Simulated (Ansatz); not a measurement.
# HfO2 (Pca2_1) in Ansatz: a series of runs

The runs below take HfO2 through relaxation of cell and atoms, with PBE+D4, PBE+D3(BJ).

Program: Ansatz 0.2.0. These are calculated values, not measurements. Logs are shortened: lines on timing, memory, paths and dates and some standing lists are left out, and cuts for length are marked.

**1. Starting point**

The structure is orthorhombic, space group Pca2_1 (No. 29). The conventional cell has a = 5.219 Å, b = 5.005 Å, c = 5.033 Å, α = 90.00°, β = 90.00°, γ = 90.00°. Hf (site symmetry 1) is surrounded by 7 O at 2.02 to 2.23 Å. O (site symmetry 1) is surrounded by 3 Hf at 2.02 to 2.13 Å. Around O (site symmetry 1) lie 4 Hf at 2.11 to 2.23 Å.

Measurements of this composition are mostly on another form, of space group No. 14.

**2. Relaxation of cell and atoms, PBE+D4**

Input file input.yaml:

```yaml
crystal:
  lattice:
    - [5.21946336, 0.0, 0.0]
    - [0.0, 5.00476369, 0.0]
    - [0.0, 0.0, 5.03268505]
  atoms:
    - { symbol: Hf, position: [0.966994, 0.73252082, 0.74144035] }
    - { symbol: Hf, position: [0.533006, 0.73252082, 0.24144035] }
    - { symbol: Hf, position: [0.466994, 0.26747918, 0.74144035] }
    - { symbol: Hf, position: [0.033006, 0.26747918, 0.24144035] }
    - { symbol: O, position: [0.63212745, 0.9286454, 0.87926726] }
    - { symbol: O, position: [0.86787255, 0.9286454, 0.37926726] }
    - { symbol: O, position: [0.23394852, 0.53988305, 0.49229239] }
    - { symbol: O, position: [0.26605148, 0.53988305, 0.99229239] }
    - { symbol: O, position: [0.76605148, 0.46011695, 0.99229239] }
    - { symbol: O, position: [0.73394852, 0.46011695, 0.49229239] }
    - { symbol: O, position: [0.13212745, 0.0713546, 0.87926726] }
    - { symbol: O, position: [0.36787255, 0.0713546, 0.37926726] }
hamiltonian:
  xc: pbe
  pseudopotentials: { kind: paw }
  dispersion: d4
kpoints:
  mp_grid: { grid: [5, 6, 5] }
scf:
  occupations: { method: fermi_dirac, width: 0.05 }
output:
  forces: true
  stress: true
relax:
  f_tol: 0.01
  max_steps: 40
  cell: { stress_tol: 0.05 }
```

Potentials or basis: Ansatz PAW.

On the command line:

```sh
> ansatz run input.yaml --threads 4 --pin off --max-ram 11264MiB --backend cpu --events-out ev --progress --plain --runs-dir out
```

Log:

```text
Warning: RAYON_NUM_THREADS=4 ignored (pool sized by the plan → 4); use --threads N
Engine: ansatz 0.2.0, x86_64-unknown-linux-gnu
Pseudopotentials: kind: paw
Pseudopotential: Hf, paw, valence charge 26, recommended cutoff 420 eV (normal), Hf.paw.azcp
Pseudopotential: O, paw, valence charge 6, recommended cutoff 420 eV (normal), O.paw.azcp
Functional definition: PBE
  parameter kappa = 0.804
  parameter beta = 0.06672455060314922
  exchange = pbe_x(kappa = kappa, mu = beta*pi^2/3)
  correlation = pbe_c(beta = beta)
Crystal: 12 atoms, lattice volume = 131.465 Å³
Basis set: ecut = 420 eV, 2577 PW (Γ), exchange–correlation on 72×72×72 points (8 copies of the dense FFT grid, shifted against one another)
Bands: 92, of which v1, the nominal top of the filled ones, is band 76 counted from 1 (75 counted from 0)
Symmetry: 4 space group operations
Space group: Pca21 (ITA 29), of the structure as read, at distance tolerance 5.1e-5 Å
k-points: 36 of 150 (time reversal used)
Non-local potential: Hf, projectors of the file, l = 0: 3, l = 1: 2, l = 2: 2, l = 3: 3
Non-local potential: O, projectors of the file, l = 0: 2, l = 1: 2, l = 2: 1
PAW form: soft (Blöchl's): semilocal exchange-correlation on the pseudo side does not see the compensation charge
PAW one-centre angular grid: Hf, 590 points (default); XC on 64 Gauss nodes
PAW one-centre angular grid: O, 110 points (default); XC on 64 Gauss nodes
Initial density: superposition of atomic densities (neutral atoms: chi_scale 0, normalization atom), corrected by the library's trained network
Initial wavefunctions: pseudopotential atomic-orbital guess
Functional: x = pbe(κ = 0.804, μ = 0.2195149727645171), c = pbe(β = 0.06672455060314922)
SCF iter   1: F=—  HF=-67448.603278 eV  |F-HF|=—  |Δ(HF+E_count)|=         —  Δρ=3.55e-3  dr2=1.16e-2  ethr=1.77e-3  ⟨swp⟩=5.4  Hψ=10335  notcnv=0  defer=99
preconditioner: auto → Resta (q_TF=auto, 2.795 Å⁻¹)  ε∞=5.5  [insulator: Δε(μ)=4.521 eV  Ē_g=18.271 eV  σ=0.050 eV  W_gap=1.00  n_scr=52 (ndim 8)  ℏωp=38.9 eV  f_vac=0.038  D(μ)=0.00/eV (n_scr^D=0)  ε∞_Penn≈5.5]
SCF iter   2: F=—  HF=-67448.603146 eV  |F-HF|=—  |Δ(HF+E_count)|=   1.32e-4  Δρ=1.68e-3  dr2=1.50e-3  ethr=7.66e-6  ⟨swp⟩=2.0  Hψ=5976  notcnv=0  defer=122
SCF iter   3: F=—  HF=-67448.603707 eV  |F-HF|=—  |Δ(HF+E_count)|=   5.61e-4  Δρ=7.84e-4  dr2=4.71e-4  ethr=9.87e-7  ⟨swp⟩=2.1  Hψ=3927  notcnv=0  defer=122
SCF iter   4: F=—  HF=-67448.603962 eV  |F-HF|=—  |Δ(HF+E_count)|=   2.55e-4  Δρ=1.36e-4  dr2=2.77e-5  ethr=3.10e-7  ⟨swp⟩=2.0  Hψ=5146  notcnv=0  defer=122
SCF iter   5: F=—  HF=-67448.604224 eV  |F-HF|=—  |Δ(HF+E_count)|=   2.62e-4  Δρ=8.47e-5  dr2=7.57e-6  ethr=1.82e-8  ⟨swp⟩=2.0  Hψ=5696  notcnv=0  defer=122
SCF iter   6: F=—  HF=-67448.604222 eV  |F-HF|=—  |Δ(HF+E_count)|=   1.85e-6  Δρ=3.18e-5  dr2=1.36e-6  ethr=4.98e-9  ⟨swp⟩=2.0  Hψ=4766  notcnv=0  defer=122
SCF iter   7: F=—  HF=-67448.604222 eV  |F-HF|=—  |Δ(HF+E_count)|=   4.43e-7  Δρ=8.97e-6  dr2=1.08e-7  ethr=8.95e-10  ⟨swp⟩=2.0  Hψ=5124  notcnv=0  defer=122
SCF iter   8: F=-67448.604222 eV  HF=-67448.604222 eV  |F-HF|=4.83e-9  |Δ(HF+E_count)|=   2.02e-8  Δρ=3.20e-6  dr2=1.32e-8  ethr=6.58e-11  ⟨swp⟩=4.4  Hψ=11677  notcnv=0
SCF 1 converged in 8 iterations: F = -67448.604222 eV  dr2 = 1.32e-8
relax step   1: F+E_penalty+E_count = -67448.60422236 eV  Δ(F+E_penalty+E_count) = +0.000e0 eV  max|allowed force component| = 8.475e-2 eV/Å  Δτ_max = 0.0000 Å  P = +6.387 GPa  Ω = 131.465 Å³  (8 SCF iters, dr2 threshold 1.00e-7 eV, accepted)
Crystal: 12 atoms, lattice volume = 135.286 Å³
Basis set: ecut = 420 eV, 2621 PW (Γ), exchange–correlation on 72×72×72 points (8 copies of the dense FFT grid, shifted against one another)
Initial density: handed on by an earlier stage of this run
Initial wavefunctions: those handed on with the density
iter 1 solved again at ethr=1.24e-5 eV; its pass at ethr=3.10e-3 eV (dr2=1.89e-2 eV) is discarded
SCF iter   1: F=—  HF=-67448.650438 eV  |F-HF|=—  |Δ(HF+E_count)|=         —  Δρ=4.00e-3  dr2=1.91e-2  ethr=1.24e-5  ⟨swp⟩=2.0  Hψ=13315  notcnv=0
preconditioner: auto → Resta (q_TF=auto, 2.782 Å⁻¹)  ε∞=5.5  [insulator: Δε(μ)=4.414 eV  Ē_g=18.122 eV  σ=0.050 eV  W_gap=1.00  n_scr=56 (ndim 8)  ℏωp=38.3 eV  f_vac=0.047  D(μ)=0.00/eV (n_scr^D=0)  ε∞_Penn≈5.5]
SCF iter   2: F=—  HF=-67448.646030 eV  |F-HF|=—  |Δ(HF+E_count)|=   4.41e-3  Δρ=1.67e-3  dr2=5.34e-3  ethr=1.24e-5  ⟨swp⟩=2.0  Hψ=4667  notcnv=0
SCF iter   3: F=—  HF=-67448.644775 eV  |F-HF|=—  |Δ(HF+E_count)|=   1.25e-3  Δρ=8.52e-4  dr2=1.37e-3  ethr=3.51e-6  ⟨swp⟩=2.9  Hψ=5990  notcnv=0
SCF iter   4: F=—  HF=-67448.644502 eV  |F-HF|=—  |Δ(HF+E_count)|=   2.73e-4  Δρ=2.90e-4  dr2=1.24e-4  ethr=8.99e-7  ⟨swp⟩=2.0  Hψ=5904  notcnv=0
[... 63 lines left out ...]
Crystal: 12 atoms, lattice volume = 134.869 Å³
iter 1 solved again at ethr=2.54e-8 eV; its pass at ethr=3.10e-3 eV (dr2=3.86e-5 eV) is discarded
SCF iter   1: F=—  HF=-67448.669065 eV  |F-HF|=—  |Δ(HF+E_count)|=         —  Δρ=2.03e-4  dr2=3.23e-5  ethr=2.54e-8  ⟨swp⟩=2.8  Hψ=12424  notcnv=0
preconditioner: auto → Resta (q_TF=auto, 2.783 Å⁻¹)  ε∞=5.5  [insulator: Δε(μ)=4.414 eV  Ē_g=18.157 eV  σ=0.050 eV  W_gap=1.00  n_scr=56 (ndim 8)  ℏωp=38.4 eV  f_vac=0.042  D(μ)=0.00/eV (n_scr^D=0)  ε∞_Penn≈5.5]
SCF iter   2: F=—  HF=-67448.669298 eV  |F-HF|=—  |Δ(HF+E_count)|=   2.33e-4  Δρ=1.02e-4  dr2=9.37e-6  ethr=2.12e-8  ⟨swp⟩=2.0  Hψ=4072  notcnv=0
SCF iter   3: F=—  HF=-67448.669297 eV  |F-HF|=—  |Δ(HF+E_count)|=   9.45e-7  Δρ=3.82e-5  dr2=1.84e-6  ethr=6.17e-9  ⟨swp⟩=2.9  Hψ=6093  notcnv=0
SCF iter   4: F=-67448.669297 eV  HF=-67448.669297 eV  |F-HF|=4.29e-8  |Δ(HF+E_count)|=   2.38e-7  Δρ=1.01e-5  dr2=1.32e-7  ethr=1.08e-10  ⟨swp⟩=3.7  Hψ=14063  notcnv=0
SCF 8 converged in 4 iterations: F = -67448.669297 eV  dr2 = 1.32e-7
relax step   8: F+E_penalty+E_count = -67448.66929655 eV  Δ(F+E_penalty+E_count) = +6.081e-4 eV  max|allowed force component| = 4.085e-4 eV/Å  Δτ_max = 0.0012 Å  P = +0.008 GPa  Ω = 134.869 Å³  energy of the carried Pulay correction = -7.159e-4 eV  (4 SCF iters, dr2 threshold 1.64e-7 eV, accepted)
iter 1 solved again at ethr=1.07e-7 eV; its pass at ethr=3.10e-3 eV (dr2=1.63e-4 eV) is discarded
SCF iter   1: F=—  HF=-67448.669799 eV  |F-HF|=—  |Δ(HF+E_count)|=         —  Δρ=4.65e-5  dr2=2.06e-7  ethr=1.07e-7  ⟨swp⟩=3.1  Hψ=19361  notcnv=0
preconditioner: auto → Resta (q_TF=auto, 2.783 Å⁻¹)  ε∞=5.5  [insulator: Δε(μ)=4.413 eV  Ē_g=18.157 eV  σ=0.050 eV  W_gap=1.00  n_scr=56 (ndim 8)  ℏωp=38.4 eV  f_vac=0.042  D(μ)=0.00/eV (n_scr^D=0)  ε∞_Penn≈5.5]
SCF iter   2: F=—  HF=-67448.670039 eV  |F-HF|=—  |Δ(HF+E_count)|=   2.40e-4  Δρ=2.38e-5  dr2=8.07e-8  ethr=1.35e-10  ⟨swp⟩=3.1  Hψ=7886  notcnv=0
SCF iter   3: F=—  HF=-67448.670045 eV  |F-HF|=—  |Δ(HF+E_count)|=   6.05e-6  Δρ=2.81e-6  dr2=5.38e-9  ethr=5.31e-11  ⟨swp⟩=2.0  Hψ=6048  notcnv=0
SCF iter   4: F=—  HF=-67448.670045 eV  |F-HF|=—  |Δ(HF+E_count)|=   1.37e-8  Δρ=1.44e-6  dr2=1.42e-9  ethr=3.54e-12  ⟨swp⟩=2.0  Hψ=6038  notcnv=0
SCF iter   5: F=—  HF=-67448.670045 eV  |F-HF|=—  |Δ(HF+E_count)|=   1.19e-8  Δρ=5.80e-7  dr2=2.36e-10  ethr=1.00e-12  ⟨swp⟩=2.0  Hψ=5904  notcnv=0
SCF iter   6: F=-67448.670045 eV  HF=-67448.670045 eV  |F-HF|=1.46e-11  |Δ(HF+E_count)|=   1.89e-9  Δρ=1.90e-7  dr2=4.70e-11  ethr=1.00e-12  ⟨swp⟩=5.0  Hψ=12838  notcnv=0
SCF 9 converged in 6 iterations: F = -67448.670045 eV  dr2 = 4.70e-11
relax step   9: F+E_penalty+E_count = -67448.67004511 eV  Δ(F+E_penalty+E_count) = -7.486e-4 eV  max|allowed force component| = 4.642e-4 eV/Å  Δτ_max = 0.0000 Å  P = +0.012 GPa  Ω = 134.869 Å³  stress off target by 1.32e-2 GPa  SCF on the basis re-selected at this cell (its energy is not comparable with the rows above)  (6 SCF iters)
basis re-selected at this cell: Δ(F+E_penalty+E_count) = -7.486e-4 eV, ΔP = +0.004 GPa vs the last step (what re-selecting the basis moved, of the pressure what is left beyond the Pulay correction that the steps carried, after the strain that the cell walked since its last selection, with what the two solves' SCF thresholds leave and, on support functions, any second-order correction that the steps lacked; it is no measure of the basis error at this ecutwfc). This SCF's stress stands 1.32e-2 GPa from its target on what of the cell is left free (relax.cell.stress_tol is 5.00e-2 GPa) and its largest allowed force component is 4.64e-4 eV/Å (relax.f_tol is 1.00e-2 eV/Å): within both
SCF converged after 6 iterations
Free energy (F): -67448.670045 eV
Harris-Foulkes:  -67448.670045 eV  (|F-HF|=1.46e-11)
Internal energy: -67448.670045 eV  (E = F + TS)
E sigma→0 (E₀):  -67448.670045 eV
Fermi energy:    16.930680 eV
--- Per-component energies (eV) ---
  E_band       = 95.765253
  E_kinetic    = 3088.421444
  E_local      = -23647.049274  (includes V_loc(G=0)·N_el)
  E_nonlocal   = -4587.916044
  E_hartree    = 10823.573435
  E_xc         = -1791.351528
  E_vxc        = -1819.510650  (∫ρ·V_xc dr)
  E_paw        = -28973.498633  (= ΣΔE_a)
  E_vpaw       = 5414.652537  (= ΣTr[D̂ρ^β])
  E_aug_tail   = 0.019803  (compensation charges beyond the density's cutoff)
  E_ewald      = -22358.578678
  E_disp       = -2.290570  (pairwise vdW)
  E_smearing   = -0.000000  (= −TS)
  E_closure    = -0.000000  (closes the sum)
  Σ components = -67448.670045   (vs F -67448.670045, Δ=0.00e0)
--- Forces (eV/Å), atoms counted from 1 ---
  atom   1  Hf    -0.00046417    -0.00028666     0.00006593
  atom   2  Hf     0.00046417    -0.00028666     0.00006593
  atom   3  Hf    -0.00046417     0.00028666     0.00006593
  atom   4  Hf     0.00046417     0.00028666     0.00006593
  atom   5  O      0.00018985    -0.00021746     0.00002486
  atom   6  O     -0.00018985    -0.00021746     0.00002486
  atom   7  O     -0.00030487    -0.00019522    -0.00009078
  atom   8  O      0.00030487    -0.00019522    -0.00009078
  atom   9  O      0.00030487     0.00019522    -0.00009078
  atom  10  O     -0.00030487     0.00019522    -0.00009078
  atom  11  O      0.00018985     0.00021746     0.00002486
  atom  12  O     -0.00018985     0.00021746     0.00002486
  max |Σ_I F_I| component: 4.71e-8 eV/Å
--- Stress (GPa, compression-positive) ---
        0.012115      -0.000000      -0.000000
       -0.000000       0.010424       0.000000
       -0.000000       0.000000       0.013244
  P = ⅓ Tr σ = 0.0119 GPa (0.119 kbar)
--- Relaxed structure (7 steps of the walk, 7 accepted, 2 SCFs on fresh bases) ---
  F+E_penalty+E_count = -67448.67004511 eV   max|allowed force component| = 4.642e-4 eV/Å   (the final SCF, on the basis selected at the relaxed cell)
  cell:  # Å, volume = 134.8686 Å³
    - [5.265102715950557, 0.0, 0.0]
    - [0.0, 5.046886083534904, 0.0]
    - [0.0, 0.0, 5.075520442730745]
  atoms:
    - { symbol: Hf, position: [0.9674160166197506, 0.7331294749071822, 0.7412888727810207] }
    - { symbol: Hf, position: [0.5325839833802495, 0.7331294749071822, 0.24128887278102085] }
    - { symbol: Hf, position: [0.4674160166197506, 0.26687052509281756, 0.7412888727810207] }
    - { symbol: Hf, position: [0.03258398338024933, 0.26687052509281756, 0.24128887278102085] }
    - { symbol: O, position: [0.6330300680966398, 0.9300690167032065, 0.8810768468074317] }
    - { symbol: O, position: [0.8669699319033602, 0.9300690167032065, 0.3810768468074321] }
    - { symbol: O, position: [0.2319157143962525, 0.5391834411111843, 0.4906342804115471] }
    - { symbol: O, position: [0.2680842856037475, 0.5391834411111843, 0.9906342804115472] }
    - { symbol: O, position: [0.7680842856037474, 0.4608165588888157, 0.9906342804115472] }
    - { symbol: O, position: [0.7319157143962525, 0.4608165588888157, 0.4906342804115471] }
    - { symbol: O, position: [0.1330300680966398, 0.06993098329679341, 0.8810768468074317] }
    - { symbol: O, position: [0.36696993190336025, 0.06993098329679341, 0.3810768468074321] }
```

Run time: 2.5 min. Hardware: 4 threads of Intel Xeon at 2.50GHz (Skylake/Cascade Lake), shared host; peak memory 0.78 GiB.

Results:

| Quantity | Value |
| --- | --- |
| Free energy | -67448.6700 eV |
| Relaxed volume | 11.24 Å³/atom |
| Relaxed cell | a = 5.265 Å, b = 5.047 Å, c = 5.076 Å, α = 90.00°, β = 90.00°, γ = 90.00° |
| Space group after relaxing (to 0.05 Å) | Pca2_1 (No. 29) |
| Energy gained by relaxing | 5.5 meV/atom |
| Ionic steps | 9 |
| Pressure after relaxing | 0.0 GPa |
| Band gap on the k mesh | 4.41 eV |

Step by step:
| step | energy change (eV) | largest force (eV/Å) | volume (Å³) |
| --- | --- | --- | --- |
| 1 | 0.0000 | 0.1074 | 131.46 |
| 2 | -0.0406 | 0.0311 | 135.29 |
| 3 | -0.0463 | 0.0235 | 134.68 |
| 4 | -0.0459 | 0.0636 | 134.78 |
| 5 | -0.0464 | 0.0155 | 134.73 |
| 6 | -0.0465 | 0.0018 | 134.73 |
| 7 | -0.0657 | 0.0017 | 134.73 |
| 8 | -0.0651 | 0.0006 | 134.87 |
| 9 | -0.0658 | 0.0005 | 134.87 |

Final structure:
```yaml
crystal:
  lattice:
    - [5.26510, 0.00000, 0.00000]
    - [0.00000, 5.04689, 0.00000]
    - [0.00000, 0.00000, 5.07552]
  atoms:
    - { symbol: Hf, position: [0.96742, 0.73313, 0.74129] }
    - { symbol: Hf, position: [0.53258, 0.73313, 0.24129] }
    - { symbol: Hf, position: [0.46742, 0.26687, 0.74129] }
    - { symbol: Hf, position: [0.03258, 0.26687, 0.24129] }
    - { symbol: O, position: [0.63303, 0.93007, 0.88108] }
    - { symbol: O, position: [0.86697, 0.93007, 0.38108] }
    - { symbol: O, position: [0.23192, 0.53918, 0.49063] }
    - { symbol: O, position: [0.26808, 0.53918, 0.99063] }
    - { symbol: O, position: [0.76808, 0.46082, 0.99063] }
    - { symbol: O, position: [0.73192, 0.46082, 0.49063] }
    - { symbol: O, position: [0.13303, 0.06993, 0.88108] }
    - { symbol: O, position: [0.36697, 0.06993, 0.38108] }
```

Caveat: odd divisions of the mesh miss points on the zone boundary, where band edges often lie, so the gap on the mesh can be too wide; the plane-wave basis is chosen anew once the cell has moved, so the energies of steps on either side of that aren't comparable; the pressure holds a Pulay correction of +0.8 GPa for the finite cutoff; spin-orbit coupling is left out, which moves the levels of the heavy elements.

**3. Relaxation of cell and atoms, PBE+D3(BJ)**

input.yaml: that of step 2 with these lines changed.

```diff
@@ -21,3 +21,3 @@
   pseudopotentials: { kind: paw }
-  dispersion: d4
+  dispersion: d3bj
 kpoints:
```

Potentials or basis: Ansatz PAW.

On the command line:

```sh
> ansatz run input.yaml --threads 4 --pin off --max-ram 11264MiB --backend cpu --events-out ev --progress --plain --runs-dir out
```

Run time: 2 min. Hardware: 4 threads of Intel Xeon at 2.50GHz (Skylake/Cascade Lake), shared host; peak memory 0.77 GiB.

Results (log left out):

```
Free energy                            : -67449.1601 eV
Relaxed volume                         : 11.22 Å³/atom
Relaxed cell                           : a = 5.262 Å, b = 5.044 Å, c = 5.073 Å, α = 90.00°, β = 90.00°, γ = 90.00°
Space group after relaxing (to 0.05 Å) : Pca2_1 (No. 29)
Energy gained by relaxing              : 5.0 meV/atom
Ionic steps                            : 7
Pressure after relaxing                : 0.0 GPa
Largest force after relaxing           : 0.007 eV/Å
Band gap on the k mesh                 : 4.41 eV
```

Forces in eV/Å, atoms in the order of the input:
```
Hf   0.000  0.007  0.001
Hf   0.000  0.007  0.001
Hf   0.000 -0.007  0.001
Hf   0.000 -0.007  0.001
O    0.000 -0.003 -0.001
O    0.000 -0.003 -0.001
O    0.000 -0.002  0.000
O    0.000 -0.002  0.000
O    0.000  0.002  0.000
O    0.000  0.002  0.000
O    0.000  0.003 -0.001
O    0.000  0.003 -0.001
```

The path:
| step | energy change (eV) | largest force (eV/Å) | volume (Å³) |
| --- | --- | --- | --- |
| 1 | 0.0000 | 0.1174 | 131.46 |
| 2 | -0.0366 | 0.0248 | 135.12 |
| 3 | -0.0422 | 0.0193 | 134.51 |
| 4 | -0.0423 | 0.0071 | 134.52 |
| 5 | -0.0602 | 0.0065 | 134.52 |
| 6 | -0.0597 | 0.0067 | 134.64 |
| 7 | -0.0602 | 0.0067 | 134.64 |

Final structure:
```
CELL_PARAMETERS angstrom
5.26171 0.00000 0.00000
0.00000 5.04450 0.00000
0.00000 0.00000 5.07265
ATOMIC_POSITIONS crystal
Hf 0.96724 0.73288 0.74166
Hf 0.53276 0.73288 0.24166
Hf 0.46724 0.26712 0.74166
Hf 0.03276 0.26712 0.24166
O 0.63251 0.92938 0.88044
O 0.86749 0.92938 0.38044
O 0.23279 0.53987 0.49090
O 0.26721 0.53987 0.99090
O 0.76721 0.46013 0.99090
O 0.73279 0.46013 0.49090
O 0.13251 0.07062 0.88044
O 0.36749 0.07062 0.38044
```

Caveat: odd divisions of the mesh miss points on the zone boundary, where band edges often lie, so the gap on the mesh can be too wide; the plane-wave basis is chosen anew once the cell has moved, so the energies of steps on either side of that aren't comparable; the pressure holds a Pulay correction of +0.8 GPa for the finite cutoff; spin-orbit coupling is left out, which moves the levels of the heavy elements. A k mesh can miss the band edges.
